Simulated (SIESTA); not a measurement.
The system is Mo.

```
Mo
1.0
    -1.58381    1.58381    1.58381
     1.58381   -1.58381    1.58381
     1.58381    1.58381   -1.58381
Mo
1
Cartesian
  0.0000 0.0000 0.0000
```

Base run:

| Item | Value |
| --- | --- |
| Program | SIESTA 5.4.2 |
| Functional | PBE |
| Potentials or basis | PseudoDojo 0.4 standard (PBE files) |
| Basis | TZDP (energy shift 0.002 Ry) |
| Grid cutoff | 800 Ry |
| Energy shift | 0.002 Ry |
| k mesh | 12 × 12 × 12 |
| Occupations | fermi-dirac, width 0.05 eV |
| Spin | no spin polarisation |

Its results: band gap on the k mesh none (metal or under the smearing width); pressure -1.3 GPa.

Task: After a change of settings the same cell gave: band gap on the k mesh none (metal or under the smearing width); pressure 1.0 GPa. Which change was it?
A. basis from TZDP (energy shift 0.002 Ry) to DZ (energy shift 0.002 Ry)
B. basis from TZDP (energy shift 0.002 Ry) to DZP (energy shift 0.002 Ry)
C. functional from PBE to vdW-DF-cx; basis from TZDP (energy shift 0.002 Ry) to DZP (energy shift 0.002 Ry)
D. basis from TZDP (energy shift 0.002 Ry) to DZP (energy shift 0.003 Ry; two zetas on semicore shells); energy shift from 0.002 Ry to 0.003 Ry

Result: D.

Caveats: the basis of atomic orbitals isn't converged, which shifts pressures, moduli and gaps; semicore shells carry a single zeta, which can move pressures by several GPa and volumes by a few percent (some runs).

Not every run made on this cell is shown here.
